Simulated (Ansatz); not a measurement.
Here is the system:

InCuS2:
```cif
data_Cu2In2S4
_chemical_formula_sum 'Cu2 In2 S4'
_space_group_name_H-M_alt 'P 1'
_space_group_IT_number 1
_cell_length_a 6.67584
_cell_length_b 6.67584
_cell_length_c 6.67584
_cell_angle_alpha 132.030
_cell_angle_beta 132.030
_cell_angle_gamma 70.182
loop_
_space_group_symop_operation_xyz
  'x, y, z'
loop_
_atom_site_label
_atom_site_type_symbol
_atom_site_fract_x
_atom_site_fract_y
_atom_site_fract_z
_atom_site_occupancy
Cu1 Cu 0.00000 0.00000 0.00000 1
Cu2 Cu 0.75000 0.25000 0.50000 1
In1 In 0.50000 0.50000 0.00000 1
In2 In 0.25000 0.75000 0.50000 1
S1 S 0.37500 0.34058 0.46558 1
S2 S 0.65942 0.12500 0.03442 1
S3 S 0.87500 0.90942 0.53442 1
S4 S 0.09058 0.62500 0.96558 1
```

This is the LDA-relaxed structure.

Problem. All from LDA in the plane-wave PAW code Ansatz, unless another level is named. Estimate the bulk modulus (Birch–Murnaghan fit).

Solution. 83.8 GPa.

Problem. Predict the highest zone-centre frequency.

Solution. 331 cm^-1.

Space group I-42d (chalcopyrite). Symmetry was held in the LDA relaxation. No spin polarisation was allowed. As this level gives no gap, phonon frequencies hold no LO–TO term and depend on the k-mesh and smearing (Fermi–Dirac, 0.1 eV here).

Potentials: the later of the program's two PAW sets.
